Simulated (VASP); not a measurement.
# SnSe (Fm-3m) in VASP: a series of runs, part 2 of 2

VASP 6.6.1. The steps go on from the part before.

### Step 4. Relaxation of cell and atoms, r2SCAN

The input, INCAR:

```
  PREC = Accurate
  ENCUT = 600
  EDIFF = 1E-7
  ISMEAR = 0
  SIGMA = 0.02
  LREAL = False
  LASPH = True
  NELM = 100
  ALGO = Normal
  ISIF = 3
  LWAVE = False
  LCHARG = False
  METAGGA = R2SCAN
  LMIXTAU = True
  IBRION = 2
  NSW = 40
  EDIFFG = -0.01
```

The input, KPOINTS:

```
regular mesh
0
Gamma
  8 8 8
```

The input, POSCAR:

```
SnSe
1.0
    0.0000000000      3.0100000000      3.0100000000
    3.0100000000      0.0000000000      3.0100000000
    3.0100000000      3.0100000000      0.0000000000
Sn Se
1 1
Direct
    0.0000000000      0.0000000000      0.0000000000
    0.5000000000      0.5000000000      0.5000000000
```

Potentials or basis: VASP PAW PBE potentials, release 64 (Sn_d, Se).

Run with:

```sh
$ cat potpaw_PBE.64/Sn_d/POTCAR potpaw_PBE.64/Se/POTCAR > POTCAR
$ mpirun -np 1 vasp_std > vasp.out
```

OUTCAR:

```text
PREC = Accurate
   ENCUT = 600
   EDIFF = 1E-7
   ISMEAR = 0
   LREAL = False
   LASPH = True
   NELM = 100
   ISIF = 3
   METAGGA = R2SCAN
   IBRION = 2
   NSW = 40
   EDIFFG = -0.01

 ion  position               nearest neighbor table
   1  0.000  0.000  0.000-   2 3.01   2 3.01   2 3.01   2 3.01   2 3.01   2 3.01
   2  0.500  0.500  0.500-   1 3.01   1 3.01   1 3.01   1 3.01   1 3.01   1 3.01

  LATTYP: Found a face centered cubic cell.
 ALAT       =     6.0200000000

  Lattice vectors:

 A1 = (   0.0000000000,   3.0100000000,   3.0100000000)
 A2 = (   3.0100000000,   0.0000000000,   3.0100000000)
 A3 = (   3.0100000000,   3.0100000000,   0.0000000000)

Analysis of symmetry for initial positions (statically):
=====================================================================
 Subroutine PRICEL returns:
 Original cell was already a primitive cell.

 Routine SETGRP: Setting up the symmetry group for a
 face centered cubic supercell.

 Subroutine GETGRP returns: Found 48 space group operations
 (whereof 48 operations were pure point group operations)
 out of a pool of 48 trial point group operations.

The static configuration has the point symmetry O_h .

[... 228 lines left out ...]
     10       3.0913      2.00000
     11      10.1074      0.00000
     12      10.1074      0.00000
     13      10.1074      0.00000
     14      11.7773      0.00000
[... 377 lines left out ...]
      1     -16.8253      2.00000
      2     -16.8136      2.00000
      3     -16.8023      2.00000
      4     -16.7985      2.00000
      5     -16.7931      2.00000
      6      -7.8678      2.00000
      7      -2.4012      2.00000
      8       1.5751      2.00000
      9       2.1338      2.00000
     10       4.6808      2.00000
     11       6.7213      0.00000
     12       8.8430      0.00000
     13       9.7812      0.00000
     14      13.1468      0.00000

 [... further k-points ...]

------------------------ aborting loop because EDIFF is reached ----------------------------------------

  FORCE on cell =-STRESS in cart. coord.  units (eV):
  Direction    XX          YY          ZZ          XY          YZ          ZX
  --------------------------------------------------------------------------------------
  -------------------------------------------------------------------------------------
  Total        0.0114075      0.0114075      0.0114075      0.0000000     -0.0000000      0.0000000
  in kB        0.3360341      0.3360341      0.3360341      0.0000000     -0.0000000      0.0000000
  external PRESSURE =       0.3360341 kB  Pullay stress =       0.0000000 kB

 VOLUME and BASIS-vectors are now :
 -----------------------------------------------------------------------------
  energy-cutoff  :      600.00
  volume of cell :       54.39
      direct lattice vectors                 reciprocal lattice vectors
     0.000000000  3.007200746  3.007200746    -0.166267583  0.166267583  0.166267583
     3.007200746  0.000000000  3.007200746     0.166267583 -0.166267583  0.166267583
     3.007200746  3.007200746 -0.000000000     0.166267583  0.166267583 -0.166267583

 POSITION                                       TOTAL-FORCE (eV/Angst)
 -----------------------------------------------------------------------------------
      3.00720      3.00720      6.01440         0.000000      0.000000      0.000000
      3.00720      3.00720      3.00720        -0.000000     -0.000000     -0.000000
 -----------------------------------------------------------------------------------
    total drift:                                0.000000      0.000000      0.000000

  FREE ENERGIE OF THE ION-ELECTRON SYSTEM (eV)
  ---------------------------------------------------
  free  energy   TOTEN  =       -39.8806122277 eV

  energy  without entropy=      -39.8806122277  energy(sigma->0) =      -39.88061223

 reached required accuracy - stopping structural energy minimisation
```

OSZICAR:

```text
N       E                     dE             d eps       ncg     rms          rms(c)
DAV:   1     0.105339819390E+03    0.10534E+03   -0.11332E+04   818   0.200E+03
DAV:   2    -0.295088970126E+02   -0.13485E+03   -0.13241E+03   866   0.416E+02
DAV:   3    -0.429864713687E+02   -0.13478E+02   -0.13282E+02  1052   0.110E+02
DAV:   4    -0.433355690106E+02   -0.34910E+00   -0.34898E+00   904   0.199E+01
[... 21 lines left out ...]
DAV:   4    -0.398806077677E+02   -0.97908E-05   -0.61611E-05   812   0.911E-02    0.101E-02
DAV:   5    -0.398806095222E+02   -0.17544E-05   -0.18288E-05   812   0.517E-02    0.490E-03
DAV:   6    -0.398806047936E+02    0.47285E-05   -0.25934E-05   812   0.521E-02    0.388E-03
DAV:   7    -0.398806122607E+02   -0.74671E-05   -0.47149E-06   812   0.229E-02    0.148E-03
DAV:   8    -0.398806122277E+02    0.33011E-07   -0.13328E-07   582   0.431E-03
   2 F= -.39880612E+02 E0= -.39880612E+02  d E =-.393603E-04
```

It took 2.2 min on 1 thread of Intel Xeon Platinum 8488C (Sapphire Rapids), shared host; peak memory 0.24 GiB.

What came out:

```yaml
Free_energy: -39.8806 eV
Relaxed_volume: 27.19 Å³/atom
Relaxed_cell: a = 4.253 Å, b = 4.253 Å, c = 4.253 Å, α = 60.00°, β = 60.00°, γ = 60.00°
Space_group_after_relaxing_to_0.05_Å: Fm-3m (No. 225)
Energy_gained_by_relaxing: 0.0 meV/atom
Ionic_steps: 2
Pressure_after_relaxing: 0.0 GPa
Band_gap_on_the_k_mesh: 0.47 eV, direct
```

Final structure:
```yaml
crystal:
  lattice:
    - [0.00000, 3.00720, 3.00720]
    - [3.00720, 0.00000, 3.00720]
    - [3.00720, 3.00720, 0.00000]
  atoms:
    - { symbol: Sn, position: [0.00000, 0.00000, 0.00000] }
    - { symbol: Se, position: [0.50000, 0.50000, 0.50000] }
```

Levels at points of the mesh, in eV from the valence-band top:
| k point | band 8 | band 9 | band 10 | band 11 | band 12 | band 13 |
| --- | --- | --- | --- | --- | --- | --- |
| (0.00, 0.00, 0.00) | -2.65 | -2.65 | -2.65 | 4.37 | 4.37 | 4.37 |
| (0.50, 0.00, 0.00) | -2.38 | -2.38 | 0.00 | 0.47 | 1.13 | 1.13 |
| (0.50, 0.50, 0.00) | -5.97 | -4.12 | -4.12 | 3.10 | 5.48 | 5.48 |

Caveat: the PAW data sets were made with another functional, which shifts forces and pressure a little; spin-orbit coupling is left out, which moves the levels of the heavy elements.
